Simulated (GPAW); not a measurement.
# GaP (F-43m) in GPAW: settings compared

The runs below take GaP through relaxation of cell and atoms, with PBE, LDA, PBEsol, RPBE.

Program: GPAW 26.7.0. These are calculated values, not measurements. Logs are shortened: lines on timing, memory, paths and dates and some standing lists are left out, and cuts for length are marked. The log counts tension as positive stress, the text compression.

### 1 Starting point

It takes space group F-43m (No. 216, cubic). Conventional cell: a = 5.451 Å, b = 5.451 Å, c = 5.451 Å, α = 90.00°, β = 90.00°, γ = 90.00°. Ga (site symmetry -43m) is surrounded by 4 P at 2.36 Å. P (site symmetry -43m) is surrounded by 4 Ga at 2.36 Å.

### 2 Relaxation of cell and atoms, PBE

Input file run.py:

```python
from ase.filters import FrechetCellFilter
from ase.io import read, write
from ase.optimize import LBFGS
from gpaw import GPAW, PW

atoms = read('GaP.xyz')

calc = GPAW(mode=PW(600),
            xc='PBE',
            kpts={'size': (8, 8, 8), 'gamma': True},
            occupations={'name': 'fermi-dirac', 'width': 0.05},
            nbands=11,
            convergence={'density': 1e-05, 'forces': 0.0001},
            maxiter=150,
            txt='gpaw.txt')
atoms.calc = calc
opt = LBFGS(FrechetCellFilter(atoms), trajectory='relax.traj', logfile='-')
done = opt.run(fmax=0.02, steps=100)
calc.write('gs.gpw')
write('result.traj', atoms)
print('Converged:', done)
print('Cell:', atoms.cell.cellpar().round(4))
print('Volume:', round(atoms.get_volume(), 4))
print(atoms.get_scaled_positions().round(5))
```

Input file GaP.xyz:

```xyz
2
Lattice="0.0000000000 2.7252500000 2.7252500000 2.7252500000 0.0000000000 2.7252500000 2.7252500000 2.7252500000 0.0000000000" Properties=species:S:1:pos:R:3 pbc="T T T"
Ga     0.0000000000      0.0000000000      0.0000000000
P      4.0878750000      4.0878750000      4.0878750000
```

Potentials or basis: GPAW PAW data sets (gpaw-data 1.2.1), pw.

Run with:

```console
> OMP_NUM_THREADS=1 python run.py
```

gpaw.txt:

```text
__  _  _
 | _ |_)|_||  |
 |__||  | ||/\| - 26.7.0

Input parameters:
  mode=PW(ecut=600.0),
  convergence={'density': 1e-05, 'forces': 0.0001},
  kpts=MonkhorstPack(size=(8, 8, 8), gamma=True),
  maxiter=150,
  nbands=11,
  occupations=Occupations(name='fermi-dirac', width=0.05),
  xc=XC(name='PBE')

Diagonalizing LCAO Hamiltonian
Converting LCAO to pw mode

                    P

       Ga

Atoms  # Å, Bohr magnetons
|   | symbol |        x |        y |        z |    initial magnetic moments |
|---|--------|----------|----------|----------|-----------------------------|
| 0 |     Ga | 0.000000 | 0.000000 | 0.000000 | ( 0.0000,  0.0000,  0.0000) |
| 1 |      P | 4.087875 | 4.087875 | 4.087875 | ( 0.0000,  0.0000,  0.0000) |

Unit cell  # Å
| periodic |        x |        y |        z |  lengths |    angles |
|----------|----------|----------|----------|----------|-----------|
|      yes | 0.000000 | 2.725250 | 2.725250 | 3.854086 | 60.000000 |
|      yes | 2.725250 | 0.000000 | 2.725250 | 3.854086 | 60.000000 |
|      yes | 2.725250 | 2.725250 | 0.000000 | 3.854086 | 60.000000 |

Number of symmetries: 24
Symmetry operations  # r_c * U_cc + t_c -> r_c
|    | kind |            matrix            |
|----|------|------------------------------|
|  0 |  E   |  1, 0, 0,  0, 1, 0,  0, 0, 1 |
|  1 |  σ   |  1, 0, 0,  0, 0, 1,  0, 1, 0 |
|  2 |  σ   |  1, 0,-1,  0, 1,-1,  0, 0,-1 |
|  3 |  C3  |  1, 0,-1,  0, 0,-1,  0, 1,-1 |
|  4 |  C3  |  1,-1, 0,  0,-1, 1,  0,-1, 0 |
|  5 |  σ   |  1,-1, 0,  0,-1, 0,  0,-1, 1 |
|  6 |  σ   |  0, 1, 0,  1, 0, 0,  0, 0, 1 |
|  7 |  C3  |  0, 1, 0,  0, 0, 1,  1, 0, 0 |
|  8 |  C2  |  0, 1,-1,  1, 0,-1,  0, 0,-1 |
[... 195 lines left out ...]
Gap: 1.668 eV
Transition (v -> c):
  (s=0, k=0, n=3, [0.00, 0.00, 0.00]) -> (s=0, k=24, n=4, [0.50, 0.50, 0.00])
Direct/indirect transitions are different
Direct gap: 1.895 eV
Transition at: (s=0, k=0, n=3, [0.00, 0.00, 0.00])

Stress tensor  # eV/Ang^3
|         x |         y |         z |
|-----------|-----------|-----------|
| -0.028378 |  0.000000 | -0.000000 |
|  0.000000 | -0.028378 | -0.000000 |
| -0.000000 | -0.000000 | -0.028378 |

Forces  # eV/Ang
|        x |        y |        z |
|----------|----------|----------|
|  0.00000 |  0.00000 | -0.00000 |  # Ga   0
| -0.00000 | -0.00000 |  0.00000 |  # P    1

Interpolating wave functions to new cell

                    P

       Ga

Atoms  # Å, Bohr magnetons
|   | symbol |         x |        y |         z |    initial magnetic moments |
|---|--------|-----------|----------|-----------|-----------------------------|
| 0 |     Ga | -0.000000 | 0.000000 | -0.000000 | ( 0.0000,  0.0000,  0.0000) |
| 1 |      P |  4.104681 | 4.104681 |  4.104681 | ( 0.0000,  0.0000,  0.0000) |
[... 251 lines left out ...]
|      yes |  2.769761 | 0.000000 |  2.769761 | 3.917033 | 60.000000 |
|      yes |  2.769761 | 2.769761 | -0.000000 | 3.917033 | 60.000000 |

Number of symmetries: 24
Symmetry operations  # r_c * U_cc + t_c -> r_c
|    | kind |            matrix            |
|----|------|------------------------------|
|  0 |  E   |  1, 0, 0,  0, 1, 0,  0, 0, 1 |
|  1 |  σ   |  1, 0, 0,  0, 0, 1,  0, 1, 0 |
|  2 |  σ   |  1, 0,-1,  0, 1,-1,  0, 0,-1 |
|  3 |  C3  |  1, 0,-1,  0, 0,-1,  0, 1,-1 |
|  4 |  C3  |  1,-1, 0,  0,-1, 1,  0,-1, 0 |
|  5 |  σ   |  1,-1, 0,  0,-1, 0,  0,-1, 1 |
|  6 |  σ   |  0, 1, 0,  1, 0, 0,  0, 0, 1 |
|  7 |  C3  |  0, 1, 0,  0, 0, 1,  1, 0, 0 |
|  8 |  C2  |  0, 1,-1,  1, 0,-1,  0, 0,-1 |
[... 148 lines left out ...]
SCF iterations
|iter     | |      energy | eigst |  dens |force |
|---------|-|-------------|-------|-------|------|
|iter:   1| |   -9.086404 | -1.59 |       |      |
|iter:   2| |   -9.083712 | -4.16 | -1.53 |      |
|iter:   3| |   -9.067249 | -3.12 | -1.57 |      |
|iter:   4| |   -9.066453 | -4.35 | -2.31 |      |
|iter:   5| |   -9.066400c| -5.43 | -2.77 |      |
|iter:   6| |   -9.066399c| -6.10 | -3.24 |      |
|iter:   7| |   -9.066399c| -7.99c| -4.28 |      |
|iter:   8| |   -9.066399c| -8.06c| -4.72 |      |
|iter:   9| |   -9.066399c| -9.30c| -5.75c|      |
|iter:  10| |   -9.066399c|-10.14c| -6.27c|-16.05c|

Converged in 10 steps
Energy contributions relative to reference atoms: (reference = -62187.585188)

Energy contributions:
  Kinetic:          18.518009
  Coulomb:         -16.528624
  Zero:              0.013651
  External:          0.000000
  Xc:              -11.069435
  Entropy:          -0.000000
  Spinorbit:         0.000000
  ----------------------------
  Free energy:      -9.066399
  Extrapolated:     -9.066399
[... 19 lines left out ...]
Gap: 1.490 eV
Transition (v -> c):
  (s=0, k=0, n=3, [0.00, 0.00, 0.00]) -> (s=0, k=0, n=4, [0.00, 0.00, 0.00])
No difference between direct/indirect transitions

Stress tensor  # eV/Ang^3
|         x |         y |         z |
|-----------|-----------|-----------|
| -0.001218 |  0.000000 | -0.000000 |
|  0.000000 | -0.001218 |  0.000000 |
| -0.000000 |  0.000000 | -0.001218 |

Forces  # eV/Ang
|       x |       y |       z |
|---------|---------|---------|
| 0.00000 | 0.00000 | 0.00000 |  # Ga   0
| 0.00000 | 0.00000 | 0.00000 |  # P    1

Interpolating wave functions to new cell

                    P

       Ga

Atoms  # Å, Bohr magnetons
|   | symbol |         x |        y |        z |    initial magnetic moments |
|---|--------|-----------|----------|----------|-----------------------------|
| 0 |     Ga | -0.000000 | 0.000000 | 0.000000 | ( 0.0000,  0.0000,  0.0000) |
| 1 |      P |  4.157869 | 4.157869 | 4.157869 | ( 0.0000,  0.0000,  0.0000) |

Unit cell  # Å
| periodic |         x |         y |        z |  lengths |    angles |
|----------|-----------|-----------|----------|----------|-----------|
|      yes | -0.000000 |  2.771913 | 2.771913 | 3.920077 | 60.000000 |
|      yes |  2.771913 | -0.000000 | 2.771913 | 3.920077 | 60.000000 |
|      yes |  2.771913 |  2.771913 | 0.000000 | 3.920077 | 60.000000 |

Number of symmetries: 24
Symmetry operations  # r_c * U_cc + t_c -> r_c
|    | kind |            matrix            |
|----|------|------------------------------|
|  0 |  E   |  1, 0, 0,  0, 1, 0,  0, 0, 1 |
|  1 |  σ   |  1, 0, 0,  0, 0, 1,  0, 1, 0 |
|  2 |  σ   |  1, 0,-1,  0, 1,-1,  0, 0,-1 |
|  3 |  C3  |  1, 0,-1,  0, 0,-1,  0, 1,-1 |
|  4 |  C3  |  1,-1, 0,  0,-1, 1,  0,-1, 0 |
|  5 |  σ   |  1,-1, 0,  0,-1, 0,  0,-1, 1 |
|  6 |  σ   |  0, 1, 0,  1, 0, 0,  0, 0, 1 |
|  7 |  C3  |  0, 1, 0,  0, 0, 1,  1, 0, 0 |
|  8 |  C2  |  0, 1,-1,  1, 0,-1,  0, 0,-1 |
[... 193 lines left out ...]
Gap: 1.470 eV
Transition (v -> c):
  (s=0, k=0, n=3, [0.00, 0.00, 0.00]) -> (s=0, k=0, n=4, [0.00, 0.00, 0.00])
No difference between direct/indirect transitions

Stress tensor  # eV/Ang^3
|         x |         y |         z |
|-----------|-----------|-----------|
| -0.000061 |  0.000000 |  0.000000 |
|  0.000000 | -0.000061 |  0.000000 |
|  0.000000 |  0.000000 | -0.000061 |

Forces  # eV/Ang
|       x |        y |        z |
|---------|----------|----------|
| 0.00000 | -0.00000 | -0.00000 |  # Ga   0
| 0.00000 | -0.00000 |  0.00000 |  # P    1

# Writing to gs.gpw (mode='')
```

stdout:

```text
Step          Energy          fmax
LBFGS:    0       -9.037562        0.574386
LBFGS:    1       -9.049959        0.428926
LBFGS:    2       -9.066399        0.025878
LBFGS:    3       -9.066471        0.001299
Converged: True
Cell: [ 3.9201  3.9201  3.9201 60.     60.     60.    ]
Volume: 42.596
[[0.   0.   0.  ]
 [0.75 0.75 0.75]]
```

Run time: 37 s. Hardware: 1 thread of Arm Neoverse V1, shared host; peak memory 0.18 GiB.

Results:

```yaml
Free_energy: -9.0665 eV
Relaxed_volume: 21.30 Å³/atom
Relaxed_cell: a = 3.920 Å, b = 3.920 Å, c = 3.920 Å, α = 60.00°, β = 60.00°, γ = 60.00°
Space_group_after_relaxing_to_0.05_Å: F-43m (No. 216)
Energy_gained_by_relaxing: 14.5 meV/atom
Ionic_steps: 4
Pressure_after_relaxing: 0.0 GPa
Band_gap_on_the_k_mesh: 1.47 eV, direct
```

Step by step:
```tsv
step	energy change (eV)	largest force (eV/Å)	pressure (GPa)	volume (Å³)
1	0.0000	0.0000	4.55	40.48
2	-0.0124	0.0000	3.35	40.98
3	-0.0288	0.0000	0.20	42.50
4	-0.0289	0.0000	0.01	42.60
```

Final structure:
```cif
data_structure
_symmetry_space_group_name_H-M 'P 1'
_symmetry_Int_Tables_number 1
_cell_length_a 3.9201
_cell_length_b 3.9201
_cell_length_c 3.9201
_cell_angle_alpha 60.000
_cell_angle_beta 60.000
_cell_angle_gamma 60.000
_cell_volume 42.60
loop_
_atom_site_label
_atom_site_type_symbol
_atom_site_fract_x
_atom_site_fract_y
_atom_site_fract_z
_atom_site_occupancy
Ga1 Ga 0.00000 0.00000 0.00000 1
P1 P 0.75000 0.75000 0.75000 1
```

Caveat: the data sets keep Ga 3d, Li 1s and Be 1s frozen, and some such compounds lay over 1.5 % in volume off other programs; later steps reuse the first step's grids. A k mesh can miss the band edges.

### 3 Relaxation of cell and atoms, LDA

run.py, as its differences from that of step 2:

```diff
@@ -2,9 +2,9 @@
 from ase.io import read, write
-from ase.optimize import LBFGS
+from ase.optimize import BFGS
 from gpaw import GPAW, PW
 
-atoms = read('GaP.xyz')
+atoms = read('POSCAR')
 
 calc = GPAW(mode=PW(600),
-            xc='PBE',
+            xc='LDA',
             kpts={'size': (8, 8, 8), 'gamma': True},
@@ -16,4 +16,4 @@
 atoms.calc = calc
-opt = LBFGS(FrechetCellFilter(atoms), trajectory='relax.traj', logfile='-')
-done = opt.run(fmax=0.02, steps=100)
+opt = BFGS(FrechetCellFilter(atoms), trajectory='relax.traj', logfile='-')
+done = opt.run(fmax=0.05, steps=40)
 calc.write('gs.gpw')
```

Input file POSCAR:

```
GaP
1.0
    0.0000000000      2.7252500000      2.7252500000
    2.7252500000      0.0000000000      2.7252500000
    2.7252500000      2.7252500000      0.0000000000
Ga P
1 1
Direct
    0.0000000000      0.0000000000      0.0000000000
    0.7500000000      0.7500000000      0.7500000000
```

Potentials or basis: the program's PAW data sets (release 1.2.1) made for this functional, pw.

Run with:

```console
> OMP_NUM_THREADS=1 python run.py
```

gpaw.txt:

```text
__  _  _
 | _ |_)|_||  |
 |__||  | ||/\| - 26.7.0

Input parameters:
  mode=PW(ecut=600.0),
  convergence={'density': 1e-05, 'forces': 0.0001},
  kpts=MonkhorstPack(size=(8, 8, 8), gamma=True),
  maxiter=150,
  nbands=11,
  occupations=Occupations(name='fermi-dirac', width=0.05),
  xc=XC(name='LDA')

Diagonalizing LCAO Hamiltonian
Converting LCAO to pw mode

                    P

       Ga

Atoms  # Å, Bohr magnetons
|   | symbol |        x |        y |        z |    initial magnetic moments |
|---|--------|----------|----------|----------|-----------------------------|
| 0 |     Ga | 0.000000 | 0.000000 | 0.000000 | ( 0.0000,  0.0000,  0.0000) |
| 1 |      P | 4.087875 | 4.087875 | 4.087875 | ( 0.0000,  0.0000,  0.0000) |

Unit cell  # Å
| periodic |        x |        y |        z |  lengths |    angles |
|----------|----------|----------|----------|----------|-----------|
|      yes | 0.000000 | 2.725250 | 2.725250 | 3.854086 | 60.000000 |
|      yes | 2.725250 | 0.000000 | 2.725250 | 3.854086 | 60.000000 |
|      yes | 2.725250 | 2.725250 | 0.000000 | 3.854086 | 60.000000 |

Number of symmetries: 24
Symmetry operations  # r_c * U_cc + t_c -> r_c
|    | kind |            matrix            |
|----|------|------------------------------|
|  0 |  E   |  1, 0, 0,  0, 1, 0,  0, 0, 1 |
|  1 |  σ   |  1, 0, 0,  0, 0, 1,  0, 1, 0 |
|  2 |  σ   |  1, 0,-1,  0, 1,-1,  0, 0,-1 |
|  3 |  C3  |  1, 0,-1,  0, 0,-1,  0, 1,-1 |
|  4 |  C3  |  1,-1, 0,  0,-1, 1,  0,-1, 0 |
|  5 |  σ   |  1,-1, 0,  0,-1, 0,  0,-1, 1 |
|  6 |  σ   |  0, 1, 0,  1, 0, 0,  0, 0, 1 |
|  7 |  C3  |  0, 1, 0,  0, 0, 1,  1, 0, 0 |
|  8 |  C2  |  0, 1,-1,  1, 0,-1,  0, 0,-1 |
|  9 |  S4  |  0, 1,-1,  0, 0,-1,  1, 0,-1 |
| 10 |  C3  |  0, 0, 1,  1, 0, 0,  0, 1, 0 |
| 11 |  σ   |  0, 0, 1,  0, 1, 0,  1, 0, 0 |
| 12 |  S4  |  0, 0,-1,  1, 0,-1,  0, 1,-1 |
| 13 |  C3  |  0, 0,-1,  0, 1,-1,  1, 0,-1 |
[... 190 lines left out ...]
Gap: 1.513 eV
Transition (v -> c):
  (s=0, k=0, n=3, [0.00, 0.00, 0.00]) -> (s=0, k=24, n=4, [0.50, 0.50, 0.00])
Direct/indirect transitions are different
Direct gap: 1.687 eV
Transition at: (s=0, k=0, n=3, [0.00, 0.00, 0.00])

Stress tensor  # eV/Ang^3
|         x |         y |         z |
|-----------|-----------|-----------|
|  0.004776 | -0.000000 |  0.000000 |
| -0.000000 |  0.004776 | -0.000000 |
|  0.000000 | -0.000000 |  0.004776 |

Forces  # eV/Ang
|        x |        y |        z |
|----------|----------|----------|
|  0.00000 | -0.00000 | -0.00000 |  # Ga   0
| -0.00000 | -0.00000 | -0.00000 |  # P    1

Interpolating wave functions to new cell

                    P

       Ga

Atoms  # Å, Bohr magnetons
|   | symbol |        x |         y |         z |    initial magnetic moments |
|---|--------|----------|-----------|-----------|-----------------------------|
| 0 |     Ga | 0.000000 | -0.000000 | -0.000000 | ( 0.0000,  0.0000,  0.0000) |
| 1 |      P | 4.085053 |  4.085053 |  4.085053 | ( 0.0000,  0.0000,  0.0000) |

Unit cell  # Å
| periodic |         x |        y |         z |  lengths |    angles |
|----------|-----------|----------|-----------|----------|-----------|
|      yes | -0.000000 | 2.723369 |  2.723369 | 3.851425 | 60.000000 |
|      yes |  2.723369 | 0.000000 |  2.723369 | 3.851425 | 60.000000 |
|      yes |  2.723369 | 2.723369 | -0.000000 | 3.851425 | 60.000000 |

Number of symmetries: 24
Symmetry operations  # r_c * U_cc + t_c -> r_c
|    | kind |            matrix            |
|----|------|------------------------------|
|  0 |  E   |  1, 0, 0,  0, 1, 0,  0, 0, 1 |
|  1 |  σ   |  1, 0, 0,  0, 0, 1,  0, 1, 0 |
|  2 |  σ   |  1, 0,-1,  0, 1,-1,  0, 0,-1 |
|  3 |  C3  |  1, 0,-1,  0, 0,-1,  0, 1,-1 |
|  4 |  C3  |  1,-1, 0,  0,-1, 1,  0,-1, 0 |
|  5 |  σ   |  1,-1, 0,  0,-1, 0,  0,-1, 1 |
|  6 |  σ   |  0, 1, 0,  1, 0, 0,  0, 0, 1 |
|  7 |  C3  |  0, 1, 0,  0, 0, 1,  1, 0, 0 |
|  8 |  C2  |  0, 1,-1,  1, 0,-1,  0, 0,-1 |
|  9 |  S4  |  0, 1,-1,  0, 0,-1,  1, 0,-1 |
| 10 |  C3  |  0, 0, 1,  1, 0, 0,  0, 1, 0 |
| 11 |  σ   |  0, 0, 1,  0, 1, 0,  1, 0, 0 |
| 12 |  S4  |  0, 0,-1,  1, 0,-1,  0, 1,-1 |
| 13 |  C3  |  0, 0,-1,  0, 1,-1,  1, 0,-1 |
[... 188 lines left out ...]
Gap: 1.509 eV
Transition (v -> c):
  (s=0, k=0, n=3, [0.00, 0.00, 0.00]) -> (s=0, k=24, n=4, [0.50, 0.50, 0.00])
Direct/indirect transitions are different
Direct gap: 1.705 eV
Transition at: (s=0, k=0, n=3, [0.00, 0.00, 0.00])

Stress tensor  # eV/Ang^3
|         x |         y |        z |
|-----------|-----------|----------|
|  0.003623 | -0.000000 | 0.000000 |
| -0.000000 |  0.003623 | 0.000000 |
|  0.000000 |  0.000000 | 0.003623 |

Forces  # eV/Ang
|        x |        y |        z |
|----------|----------|----------|
|  0.00000 |  0.00000 | -0.00000 |  # Ga   0
| -0.00000 | -0.00000 | -0.00000 |  # P    1

Interpolating wave functions to new cell

                    P

       Ga

Atoms  # Å, Bohr magnetons
|   | symbol |        x |        y |         z |    initial magnetic moments |
|---|--------|----------|----------|-----------|-----------------------------|
| 0 |     Ga | 0.000000 | 0.000000 | -0.000000 | ( 0.0000,  0.0000,  0.0000) |
| 1 |      P | 4.076280 | 4.076280 |  4.076280 | ( 0.0000,  0.0000,  0.0000) |

Unit cell  # Å
| periodic |         x |         y |         z |  lengths |    angles |
|----------|-----------|-----------|-----------|----------|-----------|
|      yes | -0.000000 |  2.717520 |  2.717520 | 3.843153 | 60.000000 |
|      yes |  2.717520 | -0.000000 |  2.717520 | 3.843153 | 60.000000 |
|      yes |  2.717520 |  2.717520 | -0.000000 | 3.843153 | 60.000000 |

Number of symmetries: 24
Symmetry operations  # r_c * U_cc + t_c -> r_c
|    | kind |            matrix            |
|----|------|------------------------------|
|  0 |  E   |  1, 0, 0,  0, 1, 0,  0, 0, 1 |
|  1 |  σ   |  1, 0, 0,  0, 0, 1,  0, 1, 0 |
|  2 |  σ   |  1, 0,-1,  0, 1,-1,  0, 0,-1 |
|  3 |  C3  |  1, 0,-1,  0, 0,-1,  0, 1,-1 |
|  4 |  C3  |  1,-1, 0,  0,-1, 1,  0,-1, 0 |
|  5 |  σ   |  1,-1, 0,  0,-1, 0,  0,-1, 1 |
|  6 |  σ   |  0, 1, 0,  1, 0, 0,  0, 0, 1 |
|  7 |  C3  |  0, 1, 0,  0, 0, 1,  1, 0, 0 |
|  8 |  C2  |  0, 1,-1,  1, 0,-1,  0, 0,-1 |
|  9 |  S4  |  0, 1,-1,  0, 0,-1,  1, 0,-1 |
| 10 |  C3  |  0, 0, 1,  1, 0, 0,  0, 1, 0 |
| 11 |  σ   |  0, 0, 1,  0, 1, 0,  1, 0, 0 |
| 12 |  S4  |  0, 0,-1,  1, 0,-1,  0, 1,-1 |
| 13 |  C3  |  0, 0,-1,  0, 1,-1,  1, 0,-1 |
[... 188 lines left out ...]
Gap: 1.497 eV
Transition (v -> c):
  (s=0, k=0, n=3, [0.00, 0.00, 0.00]) -> (s=0, k=24, n=4, [0.50, 0.50, 0.00])
Direct/indirect transitions are different
Direct gap: 1.759 eV
Transition at: (s=0, k=0, n=3, [0.00, 0.00, 0.00])

Stress tensor  # eV/Ang^3
|         x |         y |         z |
|-----------|-----------|-----------|
| -0.000043 |  0.000000 | -0.000000 |
|  0.000000 | -0.000043 | -0.000000 |
| -0.000000 | -0.000000 | -0.000043 |

Forces  # eV/Ang
|       x |       y |        z |
|---------|---------|----------|
| 0.00000 | 0.00000 | -0.00000 |  # Ga   0
| 0.00000 | 0.00000 |  0.00000 |  # P    1

# Writing to gs.gpw (mode='')
```

Run time: 26 s. Hardware: 1 thread of Arm Neoverse V1, shared host; peak memory 0.16 GiB.

What came out:

* Free energy: -10.3627 eV
* Relaxed volume: 20.07 Å³/atom
* Relaxed cell: a = 3.843 Å, b = 3.843 Å, c = 3.843 Å, α = 60.00°, β = 60.00°, γ = 60.00°
* Space group after relaxing (to 0.05 Å): F-43m (No. 216)
* Energy gained by relaxing: 0.4 meV/atom
* Ionic steps: 3
* Pressure after relaxing: 0.0 GPa
* Band gap on the k mesh: 1.50 eV, indirect (least direct gap 1.76 eV)

Step by step:
```csv
step,energy change (eV),largest force (eV/Å),pressure (GPa),volume (Å³)
1,0.0000,0.0000,-0.77,40.48
2,-0.0003,0.0000,-0.58,40.40
3,-0.0008,0.0000,0.01,40.14
```

Final structure:
```
CELL_PARAMETERS angstrom
0.00000 2.71752 2.71752
2.71752 0.00000 2.71752
2.71752 2.71752 0.00000
ATOMIC_POSITIONS crystal
Ga 0.00000 0.00000 0.00000
P 0.75000 0.75000 0.75000
```

Caveat: the data sets keep Ga 3d, Li 1s and Be 1s frozen, and some such compounds lay over 1.5 % in volume off other programs; later steps reuse the first step's grids.

(Part 1 of 2 ends here.)
